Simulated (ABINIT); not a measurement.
Runs of ABINIT 10.8.3 (patched build) on SnSe2. It takes space group P-3m1 (No. 164, trigonal). Conventional cell: a = 3.811 Å, b = 3.811 Å, c = 6.136 Å, α = 90.00°, β = 90.00°, γ = 120.00°. Around Sn (site symmetry -3m) lie 6 Se at 2.68 Å. Around Se (site symmetry 3m) lie 3 Sn at 2.68 Å. 

```csv
level,dispersion computed by,gap on the mesh (eV),pressure (GPa),relaxed volume (Å³/atom),largest force (eV/Å)
PBE+D3,simple-dftd3 1.7.0,0.68,0.2,26.74,0.03
PBE,-,(b),0.0,(a),0.01
PBE+D3(BJ),simple-dftd3 1.7.0,0.61,0.2,25.88,0.04
PBE+D4,dftd4 4.3.1,0.61,0.3,25.83,0.04
```

Alike in all rows: task relaxation of cell and atoms; potentials or basis JTH PAW PBE v2.0; no spin polarisation; cell relaxed; k mesh 5 × 5 × 3; cutoff (eV) 599; smearing fermi-dirac 0.05 eV.

Q: Estimate the missing entries.

A: (a) 30.10; (b) 0.88.

Caveats: spin-orbit coupling is left out, which moves the levels of the heavy elements; an odd mesh through Γ misses points on the zone boundary, where band edges often lie; the volume moved by over 15 % at a fixed basis, so the end points are rough (some runs); this functional lacks dispersion, which binds the layers, so the pressure and a relaxed spacing across them are unreliable, and here the layers came unbound (some runs).

A k mesh can miss the band edges, and the runs leave out spin-orbit coupling on Se, Sn.
